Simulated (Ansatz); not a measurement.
A plane-wave DFT run in Ansatz 0.2.0 (scalar-relativistic PAW potentials unless the input names others): input and command.

```yaml
crystal:
  lattice:
    - [11.1, 0.0, 0.0]
    - [0.0, 13.0, 0.0]
    - [0.0, 0.0, 4.7855830973]
  atoms:
    - { symbol: Mg, position: [0.3597422439, 0.5, 0.1668400725] }
    - { symbol: S, position: [0.3189876059, 0.5, 0.6667688829] }
    - { symbol: Mg, position: [0.6402577561, 0.5, 0.1664932609] }
    - { symbol: S, position: [0.6810123941, 0.5, 0.6665644504] }
    - { symbol: Mg, position: [0.5, 0.6196556371, 0.6666666667] }
    - { symbol: S, position: [0.5, 0.3453397515, 0.1666666667] }
    - { symbol: Mg, position: [0.5, 0.3803443629, 0.6666666667] }
    - { symbol: S, position: [0.5, 0.6546602485, 0.1666666667] }
basis:
  ecutwfc: "33.1 Ry"
  ecutrho_ratio: 12
kpoints:
  mp_grid: { grid: [1, 1, 4] }
hamiltonian:
  xc: pbe
  pseudopotentials: { kind: paw_fr }
scf:
  occupations: { method: gaussian, width: 0.05 }
output:
  forces: true
  eigenvalues: true
  stress: true
magnetization:
  noncollinear: true
  spin_orbit: true
```

```bash
ansatz run input.yaml --threads 4 --pin off --max-ram 9216MiB --backend cpu --events-out ev --progress --plain --runs-dir out
```

Abridged log:
```
Basis set: ecut = 450.34844237 eV, 14983 PW (Γ), exchange–correlation on 270×320×120 points (8 copies of the dense FFT grid, shifted against one another)
Bands: 80, of which v1, the nominal top of the filled ones, is band 64 counted from 1 (63 counted from 0)
Symmetry: 4 space group operations + 4 with time reversal
k-points: 3 of 4
SCF iter   1: F=—  HF=-11315.670623 eV  |F-HF|=—  |Δ(HF+E_count)|=         —  Δρ=2.35e-2  dr2=9.02e0  dr2_m=0.00e0 (ungated) ethr=3.10e-3  |M|=0.00e0 ∫|m|=0.00e0 μB  |m|>n=0.0e0 m-floor=0.0e0 τ_xc=0.0e0  β_m=0.30  ⟨swp⟩=14.7  Hψ=743  notcnv=0
spin=Noncollinear: Resta preconditioning applied to the charge; magnetization (m_x, m_y, m_z) channels mix plain (no charge-response kernel on spin).
SCF iter   2: F=—  HF=-11313.341531 eV  |F-HF|=—  |Δ(HF+E_count)|=    2.33e0  Δρ=1.25e-2  dr2=2.45e0  dr2_m=0.00e0 (ungated) ethr=3.10e-3  |M|=0.00e0 ∫|m|=0.00e0 μB  |m|>n=0.0e0 m-floor=0.0e0 τ_xc=0.0e0  β_m=0.45  ⟨swp⟩=3.0  Hψ=200  notcnv=0  defer=32
SCF iter   3: F=—  HF=-11312.700686 eV  |F-HF|=—  |Δ(HF+E_count)|=   6.41e-1  Δρ=4.32e-3  dr2=1.27e-1  dr2_m=0.00e0 (ungated) ethr=3.10e-3  |M|=0.00e0 ∫|m|=0.00e0 μB  |m|>n=0.0e0 m-floor=0.0e0 τ_xc=0.0e0  β_m=0.65  ⟨swp⟩=3.7  Hψ=171  notcnv=0  defer=32
SCF iter   4: F=—  HF=-11312.723809 eV  |F-HF|=—  |Δ(HF+E_count)|=   2.31e-2  Δρ=1.09e-3  dr2=2.19e-2  dr2_m=0.00e0 (ungated) ethr=1.98e-4  |M|=0.00e0 ∫|m|=0.00e0 μB  |m|>n=0.0e0 m-floor=0.0e0 τ_xc=0.0e0  β_m=0.56  ⟨swp⟩=3.0  Hψ=156  notcnv=0  defer=32
SCF iter   5: F=—  HF=-11312.720508 eV  |F-HF|=—  |Δ(HF+E_count)|=   3.30e-3  Δρ=2.53e-4  dr2=4.52e-4  dr2_m=0.00e0 (ungated) ethr=3.42e-5  |M|=0.00e0 ∫|m|=0.00e0 μB  |m|>n=0.0e0 m-floor=0.0e0 τ_xc=0.0e0  β_m=0.62  ⟨swp⟩=2.0  Hψ=153  notcnv=0  defer=32
SCF iter   6: F=—  HF=-11312.721004 eV  |F-HF|=—  |Δ(HF+E_count)|=   4.97e-4  Δρ=8.52e-5  dr2=3.30e-5  dr2_m=0.00e0 (ungated) ethr=7.06e-7  |M|=0.00e0 ∫|m|=0.00e0 μB  |m|>n=0.0e0 m-floor=0.0e0 τ_xc=0.0e0  β_m=0.81  ⟨swp⟩=2.3  Hψ=168  notcnv=0  defer=32
SCF iter   7: F=—  HF=-11312.721072 eV  |F-HF|=—  |Δ(HF+E_count)|=   6.77e-5  Δρ=7.08e-6  dr2=8.68e-7  dr2_m=0.00e0 (ungated) ethr=5.15e-8  |M|=0.00e0 ∫|m|=0.00e0 μB  |m|>n=0.0e0 m-floor=0.0e0 τ_xc=0.0e0  β_m=0.87  ⟨swp⟩=2.7  Hψ=204  notcnv=0  defer=32
SCF iter   8: F=-11312.721072 eV  HF=-11312.721072 eV  |F-HF|=2.99e-8  |Δ(HF+E_count)|=   6.75e-8  Δρ=1.81e-6  dr2=4.60e-8  dr2_m=0.00e0 (ungated) ethr=1.56e-10  |M|=0.00e0 ∫|m|=0.00e0 μB  |m|>n=0.0e0 m-floor=0.0e0 τ_xc=0.0e0  ⟨swp⟩=20.3  Hψ=768  notcnv=0
SCF 1 converged in 8 iterations: F = -11312.721072 eV  dr2 = 4.60e-8
SCF converged after 8 iterations
Magnetization: |M| = 0.0000 μB, M = (+0.0000, +0.0000, +0.0000) μB
Absolute magnetization: 0.0000 μB (∫|m|)
  site 0: m = (+0.0000, +0.0000, +0.0000) μB, |m| = 0.0000 μB  (R = 1.00 Å)
  site 1: m = (+0.0000, +0.0000, +0.0000) μB, |m| = 0.0000 μB  (R = 1.00 Å)
  site 2: m = (+0.0000, +0.0000, +0.0000) μB, |m| = 0.0000 μB  (R = 1.00 Å)
  site 3: m = (+0.0000, +0.0000, +0.0000) μB, |m| = 0.0000 μB  (R = 1.00 Å)
  site 4: m = (+0.0000, +0.0000, +0.0000) μB, |m| = 0.0000 μB  (R = 1.00 Å)
  site 5: m = (+0.0000, +0.0000, +0.0000) μB, |m| = 0.0000 μB  (R = 1.00 Å)
  site 6: m = (+0.0000, +0.0000, +0.0000) μB, |m| = 0.0000 μB  (R = 1.00 Å)
  site 7: m = (+0.0000, +0.0000, +0.0000) μB, |m| = 0.0000 μB  (R = 1.00 Å)
Free energy (F): -11312.721072 eV
Harris-Foulkes:  -11312.721072 eV  (|F-HF|=2.99e-8)
Internal energy: -11312.721072 eV  (E = F + TS)
E sigma→0 (E₀):  -11312.721072 eV
Fermi energy:    -1.619930 eV
--- Forces (eV/Å), atoms counted from 1 ---
  atom   1  Mg     0.00342251     0.00000000    -0.00360631
  atom   2  S     -0.00642431     0.00000000     0.00066934
  atom   3  Mg    -0.00342251     0.00000000     0.00360631
  atom   4  S      0.00642431     0.00000000    -0.00066934
  atom   5  Mg     0.00000000     0.00841854     0.00000000
  atom   6  S      0.00000000     0.00464895     0.00000000
  atom   7  Mg     0.00000000    -0.00841854     0.00000000
  atom   8  S      0.00000000    -0.00464895     0.00000000
--- Stress (GPa, compression-positive) ---
        0.019547       0.000000       0.001984
        0.000000       0.003480       0.000000
        0.001984       0.000000       0.003259
  P = ⅓ Tr σ = 0.0088 GPa (0.088 kbar)
```

Apart from outputs, empty bands and the relaxation, which only the reference makes, the input differs from a reference run on usual settings in hamiltonian.pseudopotentials: not typed → {"kind": "paw_fr"}; magnetization: not typed → {"noncollinear": true, "spin_orbit": true}; basis.ecutwfc: 420 → "33.1 Ry"; basis.ecutrho_ratio: not typed → 12. The reference, at the same geometry, ended its own course with pressure 0.01 GPa (averaged over a cell that holds vacuum), largest force 0.008 eV/Å, gap on the mesh 3.21 eV. This run converged in 8 SCF iterations with a total energy on another zero (with these potentials totals step by a constant when spin–orbit coupling is switched, so their difference is no spin–orbit energy), pressure 0.01 GPa (averaged over a cell that holds vacuum), largest force 0.008 eV/Å, gap on the mesh 3.21 eV.

It took 26 s on 4 threads of Arm Neoverse N1, on a shared host, peak memory 3.9 GiB.